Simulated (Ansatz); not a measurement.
Elastic constants of ScAl3: input and output

All numbers below come from Ansatz 0.2.0, DFT PBEsol, scalar-relativistic, plane waves, PAW.

Launched with:
```bash
ansatz run input.yaml --threads 1 --pin off --max-ram 4096MiB --backend cpu --events-out ev --progress --plain --runs-dir out
```

Input (bare energies are in eV):
```yaml
crystal:
  lattice:
    - [4.0737612897, 0.0, 0.0]
    - [0.0, 4.0737612897, 0.0]
    - [0.0, 0.0, 4.0737612897]
  atoms:
    - { symbol: Sc, position: [0.0, 0.0, 0.0] }
    - { symbol: Al, position: [0.5, 0.0, 0.5] }
    - { symbol: Al, position: [0.0, 0.5, 0.5] }
    - { symbol: Al, position: [0.5, 0.5, 0.0] }
basis:
  ecutwfc: 420
kpoints:
  mp_grid: { grid: [10, 10, 10] }
hamiltonian:
  xc: pbesol
scf:
  occupations: { method: fermi_dirac, width: 0.15 }
output:
  forces: true
  stress: true
  eigenvalues: true
elastic:
  mode: relaxed_ion
  amplitude: 0.005
  stencil: two_point
```

From the output:
```
--- Elastic constants: 2 strain directions × 2 members + reference (group order 48) ---
  dense FFT box of the reference and of every strained cell: 30×30×30
  strains applied: 11, 23; error gains: componentwise 1.00 (the most a stress slope's error grows in a printed constant), spectral 1.73 (1 for all six strains in a standard setting)
  C = ∂σ_k/∂η_j (tension-positive GPa; Voigt order 11 22 33 23 13 12):
       184.630     43.958     43.958     -0.000     -0.000     -0.000
        43.958    184.630     43.958     -0.000     -0.000     -0.000
        43.958     43.958    184.630     -0.000     -0.000     -0.000
         0.000     -0.000     -0.000     74.679      0.000      0.000
         0.000      0.000     -0.000      0.000     74.679      0.000
         0.000     -0.000      0.000      0.000      0.000     74.679
  reference stress σ⁰ (GPa):     -0.001     -0.001     -0.001     -0.000     -0.000      0.000
  C* (energy form; C + prestress term) asymmetry max|C*_kj − C*_jk| = 1.421e-14 GPa — a small one proves nothing (zero by symmetry where the batch's group is 432, −43m or m−3m); a large one is finite-difference/SCF noise where every solve ...
  moduli (Voigt/Reuss/Hill, GPa): K = 90.85/90.85/90.85   G = 72.94/72.88/72.91   E = 172.57   ν = 0.183
  mechanically stable: yes (min eigenvalue of sym C = 74.68 GPa)
  strain η (Voigt 11):  stress-route row diagonal C_11 = 184.63 GPa, energy-path curvature d²(F+E_count+ΔE)/dδ²/Ω₀ = 184.65 GPa
         δ    σ_11 (GPa) F (eV) n_scf n_hpsi n_pw
    -5.000e-3      -0.9368       -3686.9532723       8   37389   1341   relax 0 steps, max|allowed force component| 1.18e-30 eV/Å
     5.000e-3       0.9095       -3686.9532983       7   33520   1357   relax 0 steps, max|allowed force component| 2.59e-31 eV/Å
  strain η (Voigt 23):  stress-route row diagonal C_44 = 74.68 GPa, energy-path curvature d²(F+E_count+ΔE)/dδ²/Ω₀ = 74.69 GPa
         δ    σ_23 (GPa) F (eV) n_scf n_hpsi n_pw
    -5.000e-3      -0.3734       -3686.9538663       8   54330   1357   relax 0 steps, max|allowed force component| 5.97e-30 eV/Å
     5.000e-3       0.3734       -3686.9538663       7   50216   1357   relax 0 steps, max|allowed force component| 5.37e-30 eV/Å
```

Time: 29 s on 1 thread of Intel(R) Xeon(R) Platinum 8488C (Sapphire Rapids), on a shared host, peak memory 0.54 GiB.

In a metal, frequencies and elastic constants depend on the k mesh and the smearing, soft modes and shear constants most.